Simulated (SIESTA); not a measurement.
CdSe (Cadmoselite) under changes of volume

One of the cells (28.102 Å³/atom); the others are scaled copies at fixed shape and fractional positions:

```
Cd Se
1.0
     4.30000    0.00000    0.00000
    -2.15000    3.72391    0.00000
     0.00000    0.00000    7.02000
Cd Se
2 2
Direct
  0.66667 0.33333 0.50000
  0.33333 0.66667 0.00000
  0.66667 0.33333 0.88500
  0.33333 0.66667 0.38500
```

- Program: SIESTA 5.4.2
- Functional: PBE
- Potentials or basis: PseudoDojo 0.4 standard (PBE files)
- Basis: TZP (energy shift 0.01 Ry)
- Grid cutoff: 800 Ry
- Energy shift: 0.01 Ry
- k mesh: 7 × 7 × 4
- Occupations: fermi-dirac, width 0.05 eV
- Spin: no spin polarisation

```csv
volume (Å³/atom),energy over the lowest point (meV/atom),pressure (GPa),gap on the mesh (eV),largest force (eV/Å)
26.416,?,?,?,?
26.978,24.24,4.4,0.96,0.434
27.540,11.32,3.0,0.90,0.394
28.102,3.37,1.6,0.84,0.372
28.665,0.00,0.4,0.79,0.335
29.227,1.08,-0.8,0.74,0.310
29.789,5.35,-1.7,0.68,0.273
```

Question: What does the run at 26.416 Å³/atom give?

Answer: Energy over the lowest point 42.68 meV/atom; pressure 6.1 GPa; gap on the mesh 1.03 eV; largest force 0.470 eV/Å.

Worked out: A Birch-Murnaghan fit of order 3 (a polynomial in V^(-2/3)) to the other rows has its minimum at 28.83 Å³/atom with B0 = V·E''(V) = 58 GPa and B' = 5.0 at fixed shape and positions, which overstates the stiffness. It gives 43.09 meV/atom at 26.416 Å³/atom, against the run's 42.68, and -dE/dV = 6.3 GPa, against 6.1. A straight line through the other rows of the gap, of slope -2.78 eV per unit of ln V (its deformation potential), extrapolates to 1.02 eV, against the run's 1.03.

Energies are extrapolated to zero smearing.

Caveats: semicore shells carry a single zeta, which can move pressures by several GPa and volumes by a few percent; an odd mesh through Γ misses points on the zone boundary, where band edges often lie; the basis of atomic orbitals isn't converged, which shifts pressures, moduli and gaps; the real-space grid breaks translation symmetry, so forces needn't sum to zero (some runs). Spin-orbit coupling on Cd, Se is left out.
